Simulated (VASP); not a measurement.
Wanted: the native input for a VASP 6.6.1 run.

| Property | Result |
| --- | --- |
| Task | relaxation of cell and atoms |
| Functional | revPBE |
| Dispersion | D3 |
| Potentials or basis | VASP PAW PBE potentials, release 64 (W_sv, C) |
| Cutoff | 600 eV |
| k mesh | 10 × 10 × 9 |
| Occupations | fermi-dirac, width 0.05 eV |
| Spin | no spin polarisation |
| Further INCAR settings | ALGO = Normal; EDIFF = 1e-06; IBRION = 2; EDIFFG = -0.01; NSW = 40; ISIF = 3 |

The structure of WC (Qusongite) lies in POSCAR:

```
WC
1.0
    2.9065000000      0.0000000000      0.0000000000
   -1.4532500000      2.5171028361      0.0000000000
    0.0000000000      0.0000000000      2.8366000000
W C
1 1
Direct
    0.0000000000      0.0000000000      0.0000000000
    0.6666666667      0.3333333333      0.5000000000
```

These files were run (other wordings do the same):

INCAR

```
ALGO = Normal ; EDIFF = 1E-6
EDIFFG = -0.01 ; ENCUT = 600
GGA = RE ; IBRION = 2
ISIF = 3 ; ISMEAR = -1
IVDW = 11 ; LASPH = True
LCHARG = False ; LREAL = False
LWAVE = False ; NELM = 60
NSW = 40 ; PREC = Accurate
SIGMA = 0.05
```

KPOINTS

```
k-points
0
Gamma
  10 10 9
```

Potentials or basis: VASP PAW PBE potentials, release 64 (W_sv, C).

The run is started by

```sh
$ cat potpaw_PBE.64/W_sv/POTCAR potpaw_PBE.64/C/POTCAR > POTCAR
$ mpirun -np 1 vasp_std > vasp.out
```

It gave:

The relaxed volume is 10.40 Å³/atom and the relaxed cell is a = 2.906 Å, b = 2.906 Å, c = 2.846 Å, α = 90.00°, β = 90.00°, γ = 120.00°. The space group after relaxing (to 0.05 Å) is P-6m2 (No. 187) and the energy gained by relaxing is 0.3 meV/atom. The ionic steps are 5. The pressure after relaxing is 0.0 GPa. The band gap on the k mesh is none (metal or under the smearing width). The dispersion energy per atom is -0.618 eV.

Caveat: the PAW data sets were made with another functional, which shifts forces and pressure a little; pairwise dispersion overbinds metals, which lowers pressure and volume.

It took 20 s on 1 thread of Intel(R) Xeon(R) 6975P-C (Granite Rapids) (shared host), peak memory 0.17 GiB.
